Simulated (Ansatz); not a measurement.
# I under changes of volume

One of the cells (42.631 Å³/atom); the others are scaled copies at fixed shape and fractional positions:

```
I
1.0
     3.63503   -2.39502    0.00000
     3.63503    2.39502    0.00000
     0.00000    0.00000    9.79344
I
4
Direct
  0.64930 0.35070 0.38440
  0.14930 0.85070 0.11560
  0.35070 0.64930 0.61560
  0.85070 0.14930 0.88440
```

```yaml
Program: Ansatz 0.2.0
Functional: r2SCAN
Potentials_or_basis: Ansatz PAW
Cutoff: "500 eV (not typed: the program's choice for these potentials)"
k_mesh: 7 × 7 × 3
Occupations: fermi-dirac, width 0.05 eV
Spin: no spin polarisation
```

```csv
volume (Å³/atom),energy over the lowest point (meV/atom),pressure (GPa),gap on the mesh (eV),largest force (eV/Å)
40.073,42.81,3.3,1.73,1.246
40.926,27.21,2.5,1.68,1.029
41.778,15.54,1.9,1.63,0.829
42.631,7.36,1.2,1.58,0.644
43.483,2.29,0.7,1.53,0.473
44.336,0.00,0.2,1.49,0.317
45.189,?,?,?,?
```

Q: What does the run at 45.189 Å³/atom give?

A: Energy over the lowest point 0.19 meV/atom; pressure -0.3 GPa; gap on the mesh 1.44 eV; largest force 0.178 eV/Å.

Worked out: A Birch-Murnaghan fit of order 3 (a polynomial in V^(-2/3)) to the other rows has its minimum at 44.69 Å³/atom, just outside them, with B0 = V·E''(V) = 23 GPa and B' = 5.0 at fixed shape and positions, which overstates the stiffness. It gives 0.19 meV/atom at 45.189 Å³/atom, against the run's 0.19, and -dE/dV = -0.3 GPa, against -0.3. A straight line through the other rows of the gap, of slope -2.4 eV per unit of ln V, extrapolates to 1.44 eV, against the run's 1.44.

Energies are extrapolated to zero smearing.

Caveats: odd divisions of the mesh miss points on the zone boundary, where band edges often lie, so the gap on the mesh can be too wide; spin-orbit coupling is left out, which moves the levels of the heavy elements; the PAW data sets come from PBE, with cores solved anew for the run's functional, which leaves a small shift of forces and pressure; forces of over 1 eV/Å show positions far from the minimum, so gaps and moduli don't describe the material at rest (some runs).

A mesh can miss the band edges.
